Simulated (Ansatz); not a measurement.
## Computed properties of PbI2

```
CELL_PARAMETERS angstrom
4.55500 0.00000 0.00000
-2.27750 3.94475 0.00000
0.00000 0.00000 6.97700
ATOMIC_POSITIONS crystal
Pb 0.00000 0.00000 0.00000
I 0.33333 0.66667 0.26500
I 0.66667 0.33333 0.73500
```

Atom numbers follow the list: Pb1, I2, I3.

The cell is COD entry 9009114, as deposited and not checked against the literature; nothing was relaxed.

Spin–orbit coupling is left out, though it moves levels of the heavy atoms by tenths of an eV or more.

Methods: DFT, PBE, all-electron LAPW, scalar-relativistic (Ansatz 0.2.0); DFT, PBE, PAW with Ansatz's default frozen-core files, scalar-relativistic (Ansatz 0.2.0).

For LAPW: a Γ-centred 8×8×5 k mesh, Fermi–Dirac smearing of 0.02 eV, basis error target 1 meV/atom, no spin polarisation. PAW takes a cutoff of 420 eV at this cell. The Ansatz runs share mesh, smearing and spin set-up. Values come from LAPW unless marked.

```yaml
Largest_force: 0.173 eV/Å on I2
Band_gap: 2.22 eV, direct at A (0, 0, 0.5)
Pressure_at_this_cell: 1.84 GPa
Löwdin_charges_with_0.07_e_of_the_cell_spilling_out_of_the_atomic_basis_so_their_sizes_and_signs_hang_on_that_basis: Pb1 0.33, I2 -0.13 e
Volume_per_atom: 41.79 Å³
```

(1) Predict this quantity. Stress xx, yy, zz (compression positive).

(2) Predict this quantity. Bader charges (from the PAW run).

Results:

(1) 1.81, 1.81, 1.89 GPa.

(2) Pb1 +0.92, I2 -0.46 e.
